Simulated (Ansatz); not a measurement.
Born–Oppenheimer molecular dynamics of a periodic cell of 12 atoms, ZrO$_{2}$ (start crystal ZrO2, start structure P4_2/nmc, volume 1 times the crystal's). It starts from an unrelaxed structure (largest force component 0.08 eV/Å).

All numbers below come from Ansatz, DFT PBEsol, scalar-relativistic, plane waves, PAW. Settings: PAW set soft_1, cutoff 420 eV, k mesh 3x3x3, fermi-dirac smearing 0.24 eV, no spin polarisation.

```json
{
  "ensemble": "NVT, Langevin thermostat",
  "time step": "0.75 fs",
  "steps asked": "250",
  "set temperature": "2800 K",
  "friction": "0.02 /fs",
  "seed": "975378"
}
```

Frames 1.5 fs apart, positions in Å, forces in eV/Å.

Velocities at 135 fs (Å/ps):

```
Zr -4.04 5.03 4.32
Zr -2.08 -6.24 -0.82
O 4.94 -8.44 -11.44
O -22.33 -14.96 -6.75
O -23.42 4.98 1.98
O 8.94 -15.43 5.52
Zr -0.02 -3.70 -0.64
Zr 2.32 -0.78 1.20
O -3.20 -2.72 -6.51
O 10.10 19.46 13.04
O 5.27 0.64 5.68
O -9.98 -7.19 -0.19
```

```xyz
12
Lattice="-3.5916 -3.5916 0.0000 3.5916 -3.5916 0.0000 0.0000 0.0000 5.1790" Properties=species:S:1:pos:R:3:forces:R:3 time_fs=135 energy_less_start_eV=3.581 T=1902
Zr 0.246 -3.843 -0.224 -4.26 5.82 0.49
Zr 1.969 -2.003 2.439 -0.16 0.78 -0.32
O 1.657 -3.700 0.914 5.05 0.45 4.15
O 1.974 -3.909 3.559 2.60 1.33 -0.17
O 0.084 -1.749 0.916 -1.37 -1.67 4.89
O 0.527 -1.891 3.970 0.83 -1.25 -3.85
Zr 0.194 -0.185 -0.168 0.38 1.14 -1.90
Zr -1.573 -1.896 2.296 0.74 -1.02 0.45
O -1.349 -4.049 1.098 0.31 -0.26 0.52
O -1.719 -3.264 3.772 -0.61 -0.13 -0.03
O 0.397 -6.068 1.359 -1.64 1.15 -0.19
O -0.026 -5.077 3.709 -1.88 -6.33 -4.05
12
Lattice="-3.5916 -3.5916 0.0000 3.5916 -3.5916 0.0000 0.0000 0.0000 5.1790" Properties=species:S:1:pos:R:3:forces:R:3 time_fs=136.5 energy_less_start_eV=3.477 T=1751
Zr 0.239 -3.836 -0.219 -4.28 5.09 -0.06
Zr 1.966 -2.012 2.438 0.11 0.72 -0.32
O 1.668 -3.712 0.900 4.87 0.72 4.11
O 1.943 -3.932 3.553 2.86 1.60 -0.15
O 0.050 -1.743 0.924 -0.94 -1.86 4.65
O 0.543 -1.911 3.975 0.80 -0.76 -3.64
Zr 0.194 -0.191 -0.168 0.49 1.36 -1.85
Zr -1.569 -1.896 2.296 0.51 -1.12 0.42
O -1.355 -4.052 1.089 0.16 -0.45 0.69
O -1.703 -3.236 3.791 -0.74 -0.37 0.02
O 0.402 -6.066 1.367 -1.83 0.94 -0.41
O -0.039 -5.091 3.708 -2.02 -5.87 -3.46
12
Lattice="-3.5916 -3.5916 0.0000 3.5916 -3.5916 0.0000 0.0000 0.0000 5.1790" Properties=species:S:1:pos:R:3:forces:R:3 time_fs=138 energy_less_start_eV=3.278 T=2220
Zr 0.232 -3.828 -0.211 -4.09 4.22 -0.70
Zr 1.965 -2.021 2.436 0.32 0.65 -0.34
O 1.684 -3.723 0.893 4.44 0.97 3.82
O 1.913 -3.959 3.545 3.04 1.94 -0.01
O 0.018 -1.741 0.943 -0.38 -1.89 4.13
O 0.561 -1.927 3.976 0.69 -0.35 -3.27
Zr 0.195 -0.197 -0.168 0.62 1.44 -1.72
Zr -1.566 -1.897 2.295 0.32 -1.28 0.47
O -1.361 -4.050 1.075 -0.02 -0.68 0.87
O -1.691 -3.213 3.808 -0.82 -0.56 0.06
O 0.407 -6.061 1.378 -2.07 0.69 -0.74
O -0.057 -5.112 3.701 -2.05 -5.13 -2.57
12
Lattice="-3.5916 -3.5916 0.0000 3.5916 -3.5916 0.0000 0.0000 0.0000 5.1790" Properties=species:S:1:pos:R:3:forces:R:3 time_fs=139.5 energy_less_start_eV=3.050 T=2566
Zr 0.227 -3.820 -0.200 -3.77 3.30 -1.32
Zr 1.966 -2.030 2.433 0.46 0.54 -0.41
O 1.706 -3.736 0.891 3.84 1.24 3.37
O 1.885 -3.987 3.535 3.07 2.26 0.25
O -0.011 -1.739 0.969 0.33 -1.89 3.38
O 0.581 -1.946 3.972 0.45 0.06 -2.75
Zr 0.200 -0.201 -0.170 0.74 1.41 -1.52
Zr -1.561 -1.897 2.294 0.14 -1.49 0.57
O -1.370 -4.046 1.061 -0.14 -0.91 1.03
O -1.685 -3.196 3.828 -0.83 -0.71 0.09
O 0.415 -6.050 1.390 -2.37 0.42 -1.16
O -0.082 -5.141 3.695 -1.92 -4.24 -1.53
12
Lattice="-3.5916 -3.5916 0.0000 3.5916 -3.5916 0.0000 0.0000 0.0000 5.1790" Properties=species:S:1:pos:R:3:forces:R:3 time_fs=141 energy_less_start_eV=2.832 T=2672
Zr 0.222 -3.811 -0.188 -3.43 2.37 -1.99
Zr 1.969 -2.039 2.432 0.55 0.36 -0.55
O 1.729 -3.753 0.891 3.17 1.52 2.93
O 1.858 -4.008 3.532 3.03 2.37 0.41
O -0.042 -1.739 1.004 1.29 -1.79 2.29
O 0.600 -1.964 3.958 0.08 0.46 -2.01
Zr 0.205 -0.206 -0.172 0.82 1.31 -1.30
Zr -1.557 -1.899 2.292 -0.20 -1.66 0.92
O -1.374 -4.041 1.052 -0.28 -1.09 1.14
O -1.675 -3.181 3.851 -0.83 -0.83 0.09
O 0.419 -6.043 1.404 -2.60 0.17 -1.60
O -0.110 -5.183 3.684 -1.60 -3.20 -0.34
12
Lattice="-3.5916 -3.5916 0.0000 3.5916 -3.5916 0.0000 0.0000 0.0000 5.1790" Properties=species:S:1:pos:R:3:forces:R:3 time_fs=142.5 energy_less_start_eV=2.765 T=2778
Zr 0.218 -3.800 -0.177 -3.08 1.59 -2.40
Zr 1.973 -2.047 2.431 0.53 0.15 -0.84
O 1.752 -3.774 0.893 2.44 1.84 2.49
O 1.838 -4.018 3.533 2.92 2.24 0.48
O -0.073 -1.738 1.038 2.36 -1.75 1.20
O 0.621 -1.982 3.946 -0.32 0.86 -1.34
Zr 0.210 -0.210 -0.177 0.88 1.27 -1.06
Zr -1.550 -1.899 2.292 -0.78 -1.79 1.37
O -1.382 -4.037 1.045 -0.34 -1.25 1.21
O -1.662 -3.166 3.877 -0.87 -0.89 0.06
O 0.421 -6.038 1.415 -2.68 -0.02 -1.95
O -0.141 -5.225 3.669 -1.06 -2.25 0.76
12
Lattice="-3.5916 -3.5916 0.0000 3.5916 -3.5916 0.0000 0.0000 0.0000 5.1790" Properties=species:S:1:pos:R:3:forces:R:3 time_fs=144 energy_less_start_eV=2.848 T=2665
Zr 0.216 -3.788 -0.166 -2.73 0.96 -2.55
Zr 1.980 -2.054 2.431 0.31 -0.08 -1.34
O 1.778 -3.796 0.900 1.61 2.19 2.01
O 1.823 -4.027 3.538 2.73 2.05 0.57
O -0.102 -1.737 1.070 3.50 -1.77 0.11
O 0.640 -1.997 3.935 -0.73 1.21 -0.72
Zr 0.212 -0.215 -0.183 0.92 1.24 -0.80
Zr -1.545 -1.900 2.295 -1.50 -1.98 1.84
O -1.395 -4.032 1.042 -0.27 -1.37 1.19
O -1.646 -3.151 3.903 -0.94 -0.94 0.04
O 0.419 -6.033 1.423 -2.65 -0.14 -2.25
O -0.177 -5.269 3.650 -0.26 -1.37 1.90
12
Lattice="-3.5916 -3.5916 0.0000 3.5916 -3.5916 0.0000 0.0000 0.0000 5.1790" Properties=species:S:1:pos:R:3:forces:R:3 time_fs=145.5 energy_less_start_eV=3.062 T=2501
Zr 0.212 -3.776 -0.159 -2.33 0.55 -2.48
Zr 1.985 -2.060 2.430 -0.18 -0.38 -2.14
O 1.802 -3.813 0.912 0.73 2.50 1.46
O 1.811 -4.034 3.546 2.50 1.78 0.67
O -0.127 -1.735 1.098 4.54 -1.82 -0.93
O 0.661 -2.007 3.921 -1.22 1.47 -0.04
Zr 0.214 -0.217 -0.188 0.91 1.17 -0.53
Zr -1.543 -1.902 2.299 -2.18 -2.08 2.24
O -1.409 -4.032 1.044 -0.16 -1.35 1.05
O -1.630 -3.137 3.921 -0.97 -1.04 0.14
O 0.409 -6.029 1.439 -2.47 -0.24 -2.60
O -0.217 -5.317 3.630 0.83 -0.56 3.17
12
Lattice="-3.5916 -3.5916 0.0000 3.5916 -3.5916 0.0000 0.0000 0.0000 5.1790" Properties=species:S:1:pos:R:3:forces:R:3 time_fs=147 energy_less_start_eV=3.394 T=2299
Zr 0.209 -3.765 -0.151 -1.95 0.30 -2.38
Zr 1.990 -2.070 2.427 -0.74 -0.61 -2.94
O 1.821 -3.822 0.930 0.00 2.73 0.96
O 1.798 -4.038 3.554 2.31 1.47 0.75
O -0.151 -1.736 1.125 5.63 -1.79 -1.98
O 0.678 -2.016 3.909 -1.67 1.72 0.56
Zr 0.218 -0.219 -0.193 0.84 1.12 -0.31
Zr -1.541 -1.905 2.302 -2.99 -2.14 2.76
O -1.421 -4.029 1.047 -0.10 -1.37 0.94
O -1.617 -3.123 3.938 -0.96 -1.17 0.24
O 0.396 -6.030 1.455 -2.22 -0.29 -2.89
O -0.251 -5.365 3.618 1.85 0.04 4.30
12
Lattice="-3.5916 -3.5916 0.0000 3.5916 -3.5916 0.0000 0.0000 0.0000 5.1790" Properties=species:S:1:pos:R:3:forces:R:3 time_fs=148.5 energy_less_start_eV=3.712 T=2234
Zr 0.204 -3.756 -0.145 -1.62 0.11 -2.19
Zr 1.994 -2.083 2.422 -1.27 -0.77 -3.66
O 1.839 -3.830 0.953 -0.67 2.90 0.46
O 1.785 -4.039 3.563 2.12 1.11 0.79
O -0.169 -1.739 1.154 6.62 -1.78 -2.93
O 0.691 -2.019 3.898 -2.06 1.90 1.07
Zr 0.223 -0.222 -0.198 0.74 1.12 -0.09
Zr -1.541 -1.909 2.305 -3.84 -2.20 3.26
O -1.433 -4.030 1.056 -0.01 -1.30 0.79
O -1.607 -3.108 3.956 -0.92 -1.28 0.34
O 0.377 -6.030 1.467 -1.83 -0.27 -3.06
O -0.282 -5.412 3.616 2.74 0.47 5.22
12
Lattice="-3.5916 -3.5916 0.0000 3.5916 -3.5916 0.0000 0.0000 0.0000 5.1790" Properties=species:S:1:pos:R:3:forces:R:3 time_fs=150 energy_less_start_eV=3.917 T=2003
Zr 0.200 -3.745 -0.139 -1.35 -0.03 -1.98
Zr 1.997 -2.093 2.417 -1.71 -0.88 -4.18
O 1.851 -3.834 0.980 -1.17 2.99 0.00
O 1.774 -4.034 3.570 1.93 0.68 0.83
O -0.180 -1.744 1.175 7.24 -1.76 -3.56
O 0.694 -2.022 3.888 -2.30 2.06 1.41
Zr 0.227 -0.227 -0.204 0.59 1.16 0.08
Zr -1.545 -1.915 2.306 -4.40 -2.15 3.62
O -1.449 -4.028 1.071 0.14 -1.23 0.60
O -1.598 -3.093 3.975 -0.91 -1.39 0.42
O 0.359 -6.031 1.473 -1.50 -0.19 -3.10
O -0.311 -5.455 3.625 3.45 0.74 5.85
12
Lattice="-3.5916 -3.5916 0.0000 3.5916 -3.5916 0.0000 0.0000 0.0000 5.1790" Properties=species:S:1:pos:R:3:forces:R:3 time_fs=151.5 energy_less_start_eV=3.975 T=2373
Zr 0.195 -3.734 -0.135 -1.15 -0.17 -1.81
Zr 1.998 -2.104 2.410 -2.02 -0.92 -4.44
O 1.857 -3.833 1.008 -1.49 2.93 -0.35
O 1.771 -4.029 3.579 1.71 0.26 0.87
O -0.188 -1.754 1.189 7.49 -1.73 -3.88
O 0.692 -2.024 3.881 -2.41 2.18 1.58
Zr 0.235 -0.232 -0.208 0.38 1.22 0.17
Zr -1.553 -1.922 2.308 -4.71 -2.06 3.80
O -1.463 -4.025 1.091 0.27 -1.15 0.43
O -1.589 -3.079 3.996 -0.94 -1.45 0.43
O 0.341 -6.033 1.469 -1.16 -0.03 -2.98
O -0.342 -5.495 3.639 4.02 0.93 6.21
```

Of the whole run (188 fs, mean temperature of the second half 2077 K): The mean temperature of the second half is 26 % below the set value. A run of 0.19 ps of so small a system gives no equilibrium averages. Limits of this set-up: PAW files made for another functional.

The run took 21 min on 2 threads of Arm Neoverse V1, with other jobs on the host, peak memory 0.55 GiB.
